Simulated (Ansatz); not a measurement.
Base system: Ti₃SiC₂ (space group P6_3/mmc, No. 194; a = 3.073 Å, c = 17.723 Å).

The values are results of Kohn–Sham DFT with the PBE functional, run in Ansatz (a program for electronic structure) with PAW and 420 eV plane waves, without spin-orbit coupling, not measurements.

For the base:

| Quantity | Value |
|---|---|
| Pressure | 0.0 GPa |

Perturbation: the cell is scaled by 0.9450 in all directions, atoms relaxed at fixed cell.

Question: What happens to the pressure?

Answer: The pressure (mean of the normal stresses, compression positive) goes from zero to 44.6 GPa.

Question: How does this affect the largest internal atomic displacement?

Answer: The largest internal atomic displacement comes out as 0.065 Å.

The cells carry an imposed strain or load. Whether these cells are dynamically stable was not tested. The final runs are not spin-polarised.
